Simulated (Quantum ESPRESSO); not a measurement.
# C (Fd-3m) in Quantum ESPRESSO: notebook, part 3 of 3

Quantum ESPRESSO 7.5.

## (6) Dielectric tensor, BLYP

The input, pw.in:

```
&CONTROL
  calculation = 'scf'
  prefix = 'pwscf'
  outdir = './tmp'
  pseudo_dir = './pseudo'
  tprnfor = .true.
  tstress = .true.
  disk_io = 'low'
/
&SYSTEM
  ibrav = 0
  nat = 2
  ntyp = 1
  ecutwfc = 82
  nbnd = 9
  input_dft = 'blyp'
  occupations = 'smearing'
  smearing = 'fd'
  degauss = 0.00367493
/
&ELECTRONS
  conv_thr = 4d-10
  electron_maxstep = 120
  mixing_beta = 0.5
/
ATOMIC_SPECIES
C     12.0110 C.upf
CELL_PARAMETERS angstrom
   0.0000000000    1.7833700000    1.7833700000
   1.7833700000    0.0000000000    1.7833700000
   1.7833700000    1.7833700000    0.0000000000
ATOMIC_POSITIONS angstrom
C      2.6750550000    2.6750550000    2.6750550000
C      1.7833700000    1.7833700000    1.7833700000
K_POINTS automatic
14 14 14 1 1 1
```

The input, scf2.in:

```
&CONTROL
  calculation = 'scf'
  prefix = 'pwscf'
  outdir = './tmp'
  pseudo_dir = './pseudo'
  tprnfor = .true.
  tstress = .true.
  disk_io = 'low'
/
&SYSTEM
  ibrav = 0
  nat = 2
  ntyp = 1
  ecutwfc = 82
  nbnd = 9
  input_dft = 'blyp'
  occupations = 'fixed'
/
&ELECTRONS
  conv_thr = 1d-13
  electron_maxstep = 120
  mixing_beta = 0.5
  startingpot = 'file'
  startingwfc = 'file'
/
ATOMIC_SPECIES
C     12.0110 C.upf
CELL_PARAMETERS angstrom
   0.0000000000    1.7833700000    1.7833700000
   1.7833700000    0.0000000000    1.7833700000
   1.7833700000    1.7833700000    0.0000000000
ATOMIC_POSITIONS angstrom
C      2.6750550000    2.6750550000    2.6750550000
C      1.7833700000    1.7833700000    1.7833700000
K_POINTS automatic
14 14 14 1 1 1
```

The input, ph.in:

```
dielectric of C
&INPUTPH
  prefix = 'pwscf'
  outdir = './tmp'
  tr2_ph = 1d-18
  fildyn = 'dyn'
  niter_ph = 90
  alpha_mix(1) = 0.7
  epsil = .true.
  trans = .false.
  zeu = .true.
/
0.0000000000 0.0000000000 0.0000000000
```

Potentials or basis: PseudoDojo 0.4.1 SR PBE standard.

Launch:

```bash
> OMP_NUM_THREADS=1 pw.x -in pw.in > pw.out
> OMP_NUM_THREADS=1 pw.x -in scf2.in > scf2.out
> OMP_NUM_THREADS=1 ph.x -in ph.in > ph.out
```

pw.out:

```text
This program is part of the open-source Quantum ESPRESSO suite
     for quantum simulation of materials; please cite
         "P. Giannozzi et al., J. Phys.:Condens. Matter 21 395502 (2009);
         "P. Giannozzi et al., J. Phys.:Condens. Matter 29 465901 (2017);
         "P. Giannozzi et al., J. Chem. Phys. 152 154105 (2020);
     in publications or presentations arising from this work. More details at

     IMPORTANT: XC functional enforced from input :
     Exchange-correlation= BLYP
                           (   1   3   1   3   0   0   0)
     Any further DFT definition will be discarded
     Please, verify this is what you really want

     Message from routine setup:
     using ibrav=0 with symmetry is DISCOURAGED, use correct ibrav instead

     G-vector sticks info
     --------------------
     sticks:   dense  smooth     PW     G-vecs:    dense   smooth      PW
     Sum         511     511    163                 7727     7727    1459

     Using Slab Decomposition

     bravais-lattice index     =            0
     lattice parameter (alat)  =       4.7660  a.u.
     unit-cell volume          =      76.5510 (a.u.)^3
     number of atoms/cell      =            2
     number of atomic types    =            1
     number of electrons       =         8.00
     number of Kohn-Sham states=            9
     kinetic-energy cutoff     =      82.0000  Ry
     charge density cutoff     =     328.0000  Ry
     scf convergence threshold =      4.0E-10
     mixing beta               =       0.5000
     number of iterations used =            8  plain     mixing
     Exchange-correlation= BLYP
                           (   1   3   1   3   0   0   0)

     celldm(1)=   4.766014  celldm(2)=   0.000000  celldm(3)=   0.000000
     celldm(4)=   0.000000  celldm(5)=   0.000000  celldm(6)=   0.000000

[... 8 lines left out ...]
               b(3) = (  0.707107  0.707107 -0.707107 )

     PseudoPot. # 1 for C  read from file:
     C.upf
     Pseudo is Norm-conserving + core correction, Zval =  4.0
     Generated using ONCVPSP code by D. R. Hamann
     Using radial grid of 1248 points,  4 beta functions with:
                l(1) =   0
                l(2) =   0
                l(3) =   1
                l(4) =   1

     atomic species   valence    mass     pseudopotential
     C                 4.00    12.01100     C ( 1.00)

     48 Sym. Ops., with inversion, found (24 have fractional translation)

   Cartesian axes

     site n.     atom                  positions (alat units)
         1        C      tau(   1) = (   1.0606602   1.0606602   1.0606602  )
         2        C      tau(   2) = (   0.7071068   0.7071068   0.7071068  )

     number of k points=   280  Fermi-Dirac smearing, width (Ry)=  0.0037

     Number of k-points >= 100: set verbosity='high' to print them.

     Dense  grid:     7727 G-vectors     FFT dimensions: (  32,  32,  32)

     Initial potential from superposition of free atoms

     starting charge       7.9999, renormalised to       8.0000
     Starting wfcs are    8 randomized atomic wfcs +    1 random wfcs

     Self-consistent Calculation

     iteration #  1     ecut=    82.00 Ry     beta= 0.50
     Davidson diagonalization with overlap
     ethr =  1.00E-02,  avg # of iterations =  4.6

     total energy              =     -23.94528267 Ry
     estimated scf accuracy    <       0.13421662 Ry
[... 78 lines left out ...]
     iteration # 13     ecut=    82.00 Ry     beta= 0.50
     Davidson diagonalization with overlap
     ethr =  1.80E-11,  avg # of iterations =  1.8

     End of self-consistent calculation

     Number of k-points >= 100: set verbosity='high' to print the bands.

     the Fermi energy is    14.6985 ev

!    total energy              =     -23.94479551 Ry
     estimated scf accuracy    <          4.9E-11 Ry
     smearing contrib. (-TS)   =      -0.00000000 Ry
     internal energy E=F+TS    =     -23.94479551 Ry

     The total energy is F=E-TS. E is the sum of the following terms:
     one-electron contribution =       8.21459766 Ry
     hartree contribution      =       1.99359426 Ry
     xc contribution           =      -8.57829892 Ry
     ewald contribution        =     -25.57468850 Ry

     convergence has been achieved in  13 iterations

     Forces acting on atoms (cartesian axes, Ry/au):

     atom    1 type  1   force =     0.00000000    0.00000000    0.00000000
     atom    2 type  1   force =     0.00000000    0.00000000    0.00000000

     Total force =     0.000000     Total SCF correction =     0.000000

     Computing stress (Cartesian axis) and pressure

          total   stress  (Ry/bohr**3)                   (kbar)     P=      162.29
   0.00110324  -0.00000000  -0.00000000          162.29       -0.00       -0.00
  -0.00000000   0.00110324  -0.00000000           -0.00      162.29       -0.00
  -0.00000000  -0.00000000   0.00110324           -0.00       -0.00      162.29

=------------------------------------------------------------------------------=
   JOB DONE.
=------------------------------------------------------------------------------=
```

It took 2.5 min on 1 thread of Arm Neoverse V2, shared host; peak memory 0.06 GiB.

Results:

```yaml
Free_energy: -325.7855 eV
Pressure: 16.2 GPa
Electronic_dielectric_tensor_diagonal: 5.69
Born_charges_mean_of_the_diagonal: C +0.00 e
```

Levels at points of the mesh, in eV from the valence-band top:
| k point | band 1 | band 2 | band 3 | band 4 | band 5 | band 6 | band 7 | band 8 |
| --- | --- | --- | --- | --- | --- | --- | --- | --- |
| (0.04, 0.04, 0.04) | -21.19 | -0.18 | 0.00 | 0.00 | 5.88 | 5.88 | 5.96 | 13.48 |

Electronic dielectric tensor:
```
5.69 0.00 0.00
0.00 5.69 0.00
0.00 0.00 5.69
```

Born effective charge tensors (e):
atom 1, C
```
0.00 0.00 0.00
0.00 0.00 0.00
0.00 0.00 0.00
```
atom 2, C
```
0.00 0.00 0.00
0.00 0.00 0.00
0.00 0.00 0.00
```

Caveat: the potentials were made for another functional, which shifts forces and pressure; the cell is more than 3 GPa from zero pressure, which shifts response properties.

## (7) Dielectric tensor, AM05

Edit pw.in of step 6 so:

```diff
@@ -15,3 +15,3 @@
   nbnd = 9
-  input_dft = 'blyp'
+  input_dft = 'XC-000I-000I-120L-135L-000I-000I'
   occupations = 'smearing'
```

Edit scf2.in of step 6 so:

```diff
@@ -15,3 +15,3 @@
   nbnd = 9
-  input_dft = 'blyp'
+  input_dft = 'XC-000I-000I-120L-135L-000I-000I'
   occupations = 'fixed'
```

ph.in is that of step 6.

Potentials or basis: PseudoDojo 0.4.1 SR PBE standard.

Launch:

```bash
> OMP_NUM_THREADS=1 pw.x -in pw.in > pw.out
> OMP_NUM_THREADS=1 pw.x -in scf2.in > scf2.out
> OMP_NUM_THREADS=1 ph.x -in ph.in > ph.out
```

pw.out:

```text
This program is part of the open-source Quantum ESPRESSO suite
     for quantum simulation of materials; please cite
         "P. Giannozzi et al., J. Phys.:Condens. Matter 21 395502 (2009);
         "P. Giannozzi et al., J. Phys.:Condens. Matter 29 465901 (2017);
         "P. Giannozzi et al., J. Chem. Phys. 152 154105 (2020);
     in publications or presentations arising from this work. More details at

     IMPORTANT: XC functional enforced from input :
     Exchange-correlation= XC-000I-000I-120L-135L-000I-000I
                           (   0   0 120 135   0   0   0)
     Any further DFT definition will be discarded
     Please, verify this is what you really want

     Message from routine setup:
     using ibrav=0 with symmetry is DISCOURAGED, use correct ibrav instead

     G-vector sticks info
     --------------------
     sticks:   dense  smooth     PW     G-vecs:    dense   smooth      PW
     Sum         511     511    163                 7727     7727    1459

     Using Slab Decomposition

[... 77 lines left out ...]
     estimated scf accuracy    <       0.10637514 Ry
[... 43 lines left out ...]
     iteration #  8     ecut=    82.00 Ry     beta= 0.50
     Davidson diagonalization with overlap
     ethr =  1.34E-11,  avg # of iterations =  2.0

     End of self-consistent calculation

     Number of k-points >= 100: set verbosity='high' to print the bands.

     the Fermi energy is    15.4878 ev

!    total energy              =     -23.97390117 Ry
     estimated scf accuracy    <          2.1E-11 Ry
     smearing contrib. (-TS)   =       0.00000000 Ry
     internal energy E=F+TS    =     -23.97390117 Ry

     The total energy is F=E-TS. E is the sum of the following terms:
     one-electron contribution =       8.27067693 Ry
     hartree contribution      =       1.89059370 Ry
     xc contribution           =      -8.56048329 Ry
     ewald contribution        =     -25.57468850 Ry

     convergence has been achieved in   8 iterations

     Forces acting on atoms (cartesian axes, Ry/au):

     atom    1 type  1   force =     0.00000000    0.00000000    0.00000000
     atom    2 type  1   force =     0.00000000    0.00000000    0.00000000

     Total force =     0.000000     Total SCF correction =     0.000000

     Computing stress (Cartesian axis) and pressure

          total   stress  (Ry/bohr**3)                   (kbar)     P=      -54.51
  -0.00037058   0.00000000  -0.00000000          -54.51        0.00       -0.00
   0.00000000  -0.00037058  -0.00000000            0.00      -54.51       -0.00
  -0.00000000  -0.00000000  -0.00037058           -0.00       -0.00      -54.51

=------------------------------------------------------------------------------=
   JOB DONE.
=------------------------------------------------------------------------------=
```

scf2.out:

```text
This program is part of the open-source Quantum ESPRESSO suite
     for quantum simulation of materials; please cite
         "P. Giannozzi et al., J. Phys.:Condens. Matter 21 395502 (2009);
         "P. Giannozzi et al., J. Phys.:Condens. Matter 29 465901 (2017);
         "P. Giannozzi et al., J. Chem. Phys. 152 154105 (2020);
[... 141 lines left out ...]
  -0.00000000  -0.00037055  -0.00000000           -0.00      -54.51       -0.00
  -0.00000000  -0.00000000  -0.00037055           -0.00       -0.00      -54.51

=------------------------------------------------------------------------------=
   JOB DONE.
=------------------------------------------------------------------------------=
```

ph.out:

```text
This program is part of the open-source Quantum ESPRESSO suite
     for quantum simulation of materials; please cite
         "P. Giannozzi et al., J. Phys.:Condens. Matter 21 395502 (2009);
         "P. Giannozzi et al., J. Phys.:Condens. Matter 29 465901 (2017);
         "P. Giannozzi et al., J. Chem. Phys. 152 154105 (2020);
     in publications or presentations arising from this work. More details at

     WARNING: libxc functional with ID  120 depends
[... 151 lines left out ...]
      E*z (        0.00000       -0.00000        0.00000 )

     INITIALIZATION:

     DIELECTRIC CONSTANT AND EFFECTIVE CHARGES:

      Additional routines

=------------------------------------------------------------------------------=
   JOB DONE.
=------------------------------------------------------------------------------=
```

It took 2.3 min on 1 thread of Arm Neoverse V2, shared host; peak memory 0.06 GiB.

Results:

| Item | Value |
| --- | --- |
| Free energy | -326.1815 eV |
| Pressure | -5.5 GPa |
| Electronic dielectric tensor (diagonal) | 5.82 |
| Born charges (mean of the diagonal) | C +0.00 e |

Levels at points of the mesh, in eV from the valence-band top:
```tsv
k point	band 2	band 3	band 4	band 5	band 6	band 7
(0.04, 0.04, 0.04)	-0.19	0.00	0.00	5.70	5.70	5.77
```

Electronic dielectric tensor:
```
5.82 0.00 0.00
0.00 5.82 0.00
0.00 0.00 5.82
```

Born effective charge tensors (e):
atom 1, C
```
0.00 0.00 0.00
0.00 0.00 0.00
0.00 0.00 0.00
```
atom 2, C
```
0.00 0.00 0.00
0.00 0.00 0.00
0.00 0.00 0.00
```

Caveat: the potentials were made for another functional, which shifts forces and pressure; the cell is more than 3 GPa from zero pressure, which shifts response properties.

## (8) The runs side by side

```csv
level,potentials or basis,form of the LDA correlation,pressure (GPa)
LDA,PseudoDojo 0.4.1 SR LDA standard,PW92,-11.2
PBE,PseudoDojo 0.4.1 SR PBE standard,-,1.8
PBEsol,PseudoDojo 0.4.1 SR PBEsol standard,-,-3.3
WC,PseudoDojo 0.4.1 SR PBE standard,-,-2.4
BLYP,PseudoDojo 0.4.1 SR PBE standard,-,16.2
AM05,PseudoDojo 0.4.1 SR PBE standard,-,-5.5
```

Alike in all rows: task dielectric tensor; no spin polarisation; cell as given; k mesh 14 × 14 × 14, shifted; cutoff (eV) 1116; smearing fermi-dirac 0.05 eV.

Caveats: the cell is more than 3 GPa from zero pressure, which shifts response properties (some runs); the potentials were made for another functional, which shifts forces and pressure (some runs).

Total energies depend on the potentials used, so only differences within one code and one set of settings carry meaning.
